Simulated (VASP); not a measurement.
# SiC (zincblende): gaps by functional in VASP

```cif
data_structure
_symmetry_space_group_name_H-M 'P 1'
_symmetry_Int_Tables_number 1
_cell_length_a 3.0802
_cell_length_b 3.0802
_cell_length_c 3.0802
_cell_angle_alpha 60.000
_cell_angle_beta 60.000
_cell_angle_gamma 60.000
_cell_volume 20.66
loop_
_atom_site_label
_atom_site_type_symbol
_atom_site_fract_x
_atom_site_fract_y
_atom_site_fract_z
_atom_site_occupancy
Si1 Si 0.00000 0.00000 0.00000 1
C1 C 0.25000 0.25000 0.25000 1
```

All runs share this cell. Band v is the last that the valence electrons fill when counted band by band, and c is the next. A negative gap between them is a band overlap, as in a metal.

Question: Rank these levels of theory by the band gap that they give, smallest first.
A. HSE06
B. PBE0
C. PBE

Answer: C (1.36 eV), A (2.23 eV), B (2.95 eV).
